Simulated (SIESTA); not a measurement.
## MoS2 under changes of volume

One of the cells (17.750 Å³/atom); the others are scaled copies at fixed shape and fractional positions:

```
Mo S
1.0
     1.58550    0.91539    6.11500
    -1.58550    0.91539    6.11500
     0.00000   -1.83078    6.11500
Mo S
1 2
Cartesian
  0.0000 0.0000 0.0000
  0.0000 0.0000 4.5862
  0.0000 0.0000 13.7587
```

Measurements of this composition are mostly on another form, of space group No. 194.

- Program: SIESTA 5.4.2
- Functional: LDA
- Potentials or basis: PseudoDojo 0.4 standard (LDA files)
- Basis: DZP (energy shift 0.003 Ry; two zetas on semicore shells)
- Grid cutoff: 800 Ry
- Energy shift: 0.003 Ry
- k mesh: 10 × 10 × 10
- Occupations: fermi-dirac, width 0.05 eV
- Spin: no spin polarisation

```csv
volume (Å³/atom),energy over the lowest point (meV/atom),pressure (GPa),largest force (eV/Å)
16.685,61.33,14.8,2.262
17.040,33.34,10.5,1.805
17.395,14.36,6.7,1.383
17.750,3.53,3.2,0.994
18.105,0.00,0.1,0.632
18.460,?,?,?
18.815,12.15,-5.3,0.015
```

What does the run at 18.460 Å³/atom give?

Energy over the lowest point 3.09 meV/atom; pressure -2.8 GPa; largest force 0.296 eV/Å.

Worked out: A Birch-Murnaghan fit of order 3 (a polynomial in V^(-2/3)) to the other rows has its minimum at 18.11 Å³/atom with B0 = V·E''(V) = 152 GPa and B' = 4.2 at fixed shape and positions, which overstates the stiffness. It gives 3.10 meV/atom at 18.460 Å³/atom, against the run's 3.09, and -dE/dV = -2.8 GPa, against -2.8.

Energies are extrapolated to zero smearing.

Caveats: the cell's inner coordinates are idealised or old, which leaves forces on the atoms; the basis of atomic orbitals isn't converged, which shifts pressures, moduli and gaps.
